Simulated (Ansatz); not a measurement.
**Phase order of Lu**

Structure types of Lu are relaxed in primitive cells with their symmetry kept at 0 GPa, first on PAW files, then by LAPW. The enthalpy is E + pV at zero temperature, without zero-point motion. Only the types listed were tried, and differences under about 5 meV/atom are mesh noise.

All numbers are PBE results (scalar-relativistic) from Ansatz 0.2.0, with Fermi–Dirac smearing of 0.05 eV, no spin polarisation. Methods: LAPW: all electrons, basis error target 0.5 meV/atom; PAW: frozen-core files, cutoff 420 eV.

k meshes: fcc 15×15×15, bcc 15×15×15, hcp 14×14×8.

Spin–orbit coupling is left out, which matters for the heavy atoms.

Question: Order the types by LAPW enthalpy, lowest first.
A. hcp
B. bcc
C. fcc

Answer: A (0 meV/atom), C (43 meV/atom), B (142 meV/atom).

| start type | ends as | a, b, c (Å) | V (Å³/atom) | H − H(lowest), LAPW (meV/atom) | same, PAW |
| --- | --- | --- | --- | --- | --- |
| fcc | fcc, Fm-3m | 4.875, 4.875, 4.875 | 28.96 | 42.8 | 42.8 |
| bcc | bcc, Im-3m | 3.897, 3.897, 3.897 | 29.60 | 141.8 | 141.9 |
| hcp | hcp, P6_3/mmc | 3.506, 3.506, 5.466 | 29.10 | 0.0 | 0.0 |
